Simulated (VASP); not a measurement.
Input of a VASP 6.6.1 run:

The input INCAR:

```
PREC = Accurate ; ENCUT = 600
EDIFF = 1E-7 ; ISMEAR = -1
SIGMA = 0.05 ; LREAL = False
LASPH = True ; NELM = 80
ALGO = Normal ; ISIF = 3
LWAVE = False ; LCHARG = False
GGA = RP ; IVDW = 11
IBRION = 2 ; NSW = 60
EDIFFG = -0.005
```

Contents of KPOINTS:

```
Automatic mesh
0
Gamma
  8 8 8
```

Contents of POSCAR:

```
Ge
1.0
    0.0000000000      2.8289100000      2.8289100000
    2.8289100000      0.0000000000      2.8289100000
    2.8289100000      2.8289100000      0.0000000000
Ge
2
Direct
    0.7500000000      0.7500000000      0.7500000000
    0.5000000000      0.5000000000      0.5000000000
```

Potentials or basis: VASP PAW PBE potentials, release 64 (Ge_d).

Run with:

```bash
$ cat potpaw_PBE.64/Ge_d/POTCAR > POTCAR
$ mpirun -np 1 vasp_std > vasp.out
```

**Question.** Estimate the space group after relaxing (to 0.05 Å).

**Answer.** Fd-3m (No. 227).

**Question.** Predict the dispersion energy per atom.

**Answer.** -0.282 eV.

**Question.** Estimate the relaxed cell.

**Answer.** a = 4.068 Å, b = 4.068 Å, c = 4.068 Å, α = 60.00°, β = 60.00°, γ = 60.00°.

Final structure:
```
Ge
1.0
     0.00000    2.87646    2.87646
     2.87646    0.00000    2.87646
     2.87646    2.87646    0.00000
Ge
2
Direct
  0.75000 0.75000 0.75000
  0.50000 0.50000 0.50000
```

Caveat: the PAW data sets were made with another functional, which shifts forces and pressure a little; pairwise dispersion overbinds metals, which lowers pressure and volume.

The cell as given is a measured one (22.64 Å³/atom); RPBE+D3 puts the equilibrium volume +5.1 % from it, thermal expansion not counted.
